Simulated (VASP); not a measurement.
The system is Hf.

```
Hf
1.0
     3.19670    0.00000    0.00000
    -1.59835    2.76842    0.00000
     0.00000    0.00000    5.05780
Hf
2
Cartesian
  1.5984 0.9228 3.7934
  0.0000 1.8456 1.2645
```

Base run:

| Property | Result |
| --- | --- |
| Program | VASP 6.6.1 |
| Functional | PBE |
| Potentials or basis | VASP PAW PBE potentials, release 64 (Hf_pv) |
| Cutoff | 520 eV |
| k mesh | 10 × 10 × 5 |
| Occupations | fermi-dirac, width 0.05 eV |
| Spin | no spin polarisation |

Its results: pressure 0.2 GPa.

After a change of settings the same cell gave: pressure 3.0 GPa. Which change was it?
A. functional from PBE to TPSS; further incar settings from ALGO = Fast; EDIFF = 1e-07 to ALGO = Normal; EDIFF = 1e-07
B. functional from PBE to AM05
C. functional from PBE to SCAN; further incar settings from ALGO = Fast; EDIFF = 1e-07 to ALGO = Normal; EDIFF = 1e-07
D. functional from PBE to RPBE

D.

RPBE binds less tightly than PBE, so the same cell stands under more pressure.

Caveats: the PAW data sets were made with another functional, which shifts forces and pressure a little (some runs).

Not every run made on this cell is shown here.
